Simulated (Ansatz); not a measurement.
**Si: strain and displacement**

```
Si
1.0
     0.00000    2.71547    2.71547
     2.71547    0.00000    2.71547
     2.71547    2.71547    0.00000
Si
2
Direct
  0.50000 0.50000 0.50000
  0.75000 0.75000 0.75000
```

Atoms are numbered in the order listed.

Conventional cell: a = 5.431 Å, b = 5.431 Å, c = 5.431 Å, α = 90.00°, β = 90.00°, γ = 90.00°. Si (atom 1) is surrounded by 4 Si at 2.35 Å.

The cell is a measured one (Crystallography Open Database entry 9011998); the temperature and pressure of the measurement aren't taken into account, and nothing was relaxed.

Theory: Ansatz 0.2.0, DFT, PBE, all-electron LAPW, scalar-relativistic.

Numerical set-up: a Γ-centred 11×11×11 k mesh, Fermi–Dirac smearing of 0.08 eV, basis error target 0.25 meV/atom, no spin polarisation.

The unchanged cell is at 1.97 GPa.

Semilocal functionals give too small gaps.

x, y and z are the Cartesian axes of the cell as listed; fractional coordinates follow a strain, and an engineering shear is twice the off-diagonal strain component.

(1) With this change (equal xy, yz and zx engineering shear strains of -3 %), what becomes of the energy and stress and forces and gap?

(2) With this change (equal xy, yz and zx engineering shear strains of -1 %), what becomes of the energy and stress and forces and gap?

With equal xy, yz and zx engineering shear strains of +2 %: energy change +8 meV/atom; stress change (xx, yy, zz, yz, xz, xy) 0.14, 0.14, 0.14, -2.01, -2.01, -2.01 GPa, compression positive; change of the force on Si1 (0.182, 0.182, 0.182) eV/Å; gap on the k mesh 0.60 → 0.54 eV.

(3) With this change (equal xy, yz and zx engineering shear strains of -2 %), what becomes of the energy and stress and forces and gap?

(4) With this change (equal xy, yz and zx engineering shear strains of +1 %), what becomes of the energy and stress and forces and gap?

With equal xy, yz and zx engineering shear strains of +3 %: energy change +17 meV/atom; stress change (xx, yy, zz, yz, xz, xy) 0.30, 0.30, 0.30, -2.96, -2.96, -2.96 GPa, compression positive; change of the force on Si1 (0.260, 0.260, 0.260) eV/Å; gap on the k mesh 0.60 → 0.49 eV.

Results:

(1) Energy change +19 meV/atom; stress change (xx, yy, zz, yz, xz, xy) 0.33, 0.33, 0.33, 3.36, 3.36, 3.36 GPa, compression positive; change of the force on Si2 (0.349, 0.349, 0.349) eV/Å; gap on the k mesh 0.60 → 0.48 eV.

(2) Energy change +2 meV/atom; stress change (xx, yy, zz, yz, xz, xy) 0.04, 0.04, 0.04, 1.07, 1.07, 1.07 GPa, compression positive; change of the force on Si1 (-0.105, -0.105, -0.105) eV/Å; gap on the k mesh 0.60 → 0.57 eV.

(3) Energy change +8 meV/atom; stress change (xx, yy, zz, yz, xz, xy) 0.15, 0.15, 0.15, 2.19, 2.19, 2.19 GPa, compression positive; change of the force on Si1 (-0.221, -0.221, -0.221) eV/Å; gap on the k mesh 0.60 → 0.53 eV.

(4) Energy change +2 meV/atom; stress change (xx, yy, zz, yz, xz, xy) 0.03, 0.03, 0.03, -1.03, -1.03, -1.03 GPa, compression positive; change of the force on Si1 (0.095, 0.095, 0.095) eV/Å; gap on the k mesh 0.60 → 0.58 eV.
